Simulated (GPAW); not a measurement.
Runs of GPAW 26.7.0 on SnSe2. It takes space group P-3m1 (No. 164, trigonal). Conventional cell: a = 3.811 Å, b = 3.811 Å, c = 6.136 Å, α = 90.00°, β = 90.00°, γ = 120.00°. Sn (site symmetry -3m) is surrounded by 6 Se at 2.68 Å. Around Se (site symmetry 3m) lie 3 Sn at 2.68 Å. 

| task | level | potentials or basis | cell | k mesh | cutoff (eV) | smearing | maxiter | k mesh for the Wannier functions | dis froz max | extra bands | num iter | other keys | mesh quality | gap on the mesh (eV) | pressure (GPa) | largest force (eV/Å) |
| --- | --- | --- | --- | --- | --- | --- | --- | --- | --- | --- | --- | --- | --- | --- | --- | --- |
| single point | PBE | GPAW PAW data sets (gpaw-data 1.2.1), pw | as given | 8 × 8 × 5 | 600 | fermi-dirac 0.05 eV | 150 | - | - | - | - | - | not flagged | 0.82 | (a) | 0.76 |
| single point | PBE | GPAW PAW data sets (gpaw-data 1.2.1), pw | atoms moved at random, drawn with an rms of 0.05 Å | 8 × 8 × 5 | 600 | fermi-dirac 0.05 eV | 150 | - | - | - | - | - | not flagged | 0.76 | 4.7 | 0.76 |
| wannier90 | vdW-DF-cx | GPAW PAW data sets (gpaw-data 1.2.1), pw | as given | 8 × 8 × 5 | 600 | fermi-dirac 0.05 eV | 100 | 6 × 6 × 5 | 3 | 8 | 0 | several, not listed | not flagged | 0.78 | - | 0.84 |
| gruneisen | PBE+D3M(BJ) | GPAW PAW data sets (gpaw-data 1.2.1), pw | relaxed | 4 × 4 × 3 | 510 | fermi-dirac 0.15 eV | 50 | - | - | - | - | several, not listed | coarse | (b) | 0.0 | - |

Alike in all rows: no spin polarisation.

Problem. Fill in the values left out.

Solution. (a) 5.3; (b) 0.45.

Caveats: some runs use coarse meshes; spin-orbit coupling is left out, which moves the levels of the heavy elements; an odd mesh through Γ misses points on the zone boundary, where band edges often lie (some runs); this functional lacks dispersion, which binds the layers, so the pressure and a relaxed spacing across them are unreliable (some runs); the PAW data sets were made with another functional, which shifts forces and pressure a little (some runs); the cutoff is short for stress and forces, so pressures can be off by a GPa or more (some runs); the density grid can change from cell to cell, which puts small steps into energies and stress (some runs); the LO-TO splitting is left out (some runs).

A k mesh can miss the band edges, and the runs leave out spin-orbit coupling on Se, Sn.
